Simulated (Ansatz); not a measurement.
## Lu, beta-Sn type: geometry optimisation

Level of theory: DFT, revPBE, plane waves (420 eV) with PAW, scalar-relativistic (Ansatz). The PAW files were generated under PBE, with cores re-solved for the functional.

k-point mesh 11×11×7, Fermi-Dirac smearing 0.1 eV, no spin polarisation. Cell and atoms relax.

Starting structure:

```
Lu
1.0
    -3.04962    3.04962    1.66509
     3.04962   -3.04962    1.66509
     3.04962    3.04962   -1.66509
Lu
2
Direct
  0.00000 0.00000 0.00000
  0.75000 0.25000 0.50000
```

**Question.** What cell does the relaxation end in?

**Answer.** P6_3/mmc with a = 3.543 Å, c = 5.553 Å (c/a = 1.567); 30.18 Å³ per atom against 30.97 at the start (-2.6 %).

The cell has left the beta-Sn structure type; it ends in P6_3/mmc.

**Question.** How much energy does the relaxation gain?

**Answer.** 511.7 meV per atom.

Path of the relaxation (the plane waves are chosen anew near the end, which can shift the energy a little):

```csv
step,E − E(final) (meV/atom),V (Å³/atom),P (GPa),max force (eV/Å)
0,511.75,30.971,0.61,0.000
1,507.74,31.514,0.08,0.001
2,507.68,31.597,0.00,0.000
3,507.67,31.606,0.00,0.002
4,502.01,31.575,0.01,0.003
5,459.93,31.483,-0.08,0.010
6,380.80,31.157,-0.10,0.012
7,288.03,30.612,0.08,0.019
8,208.96,30.021,0.37,0.036
9,156.13,29.986,0.05,0.068
10,106.15,29.268,0.58,0.107
11,75.84,29.171,0.09,0.075
12,70.43,29.146,-0.11,0.016
13,70.28,29.065,-0.04,0.003
14,70.27,29.052,0.01,0.000
15,28.45,29.052,1.81,0.002
16,6.04,29.746,0.64,0.001
17,0.53,30.126,0.07,0.002
18,0.41,30.170,0.01,0.000
19,0.00,30.170,0.01,0.000
20,0.00,30.178,0.00,0.000
21,0.00,30.178,0.00,0.000
```

The k-point mesh keeps fewer symmetry operations than the starting structure has, so the cell can leave it.
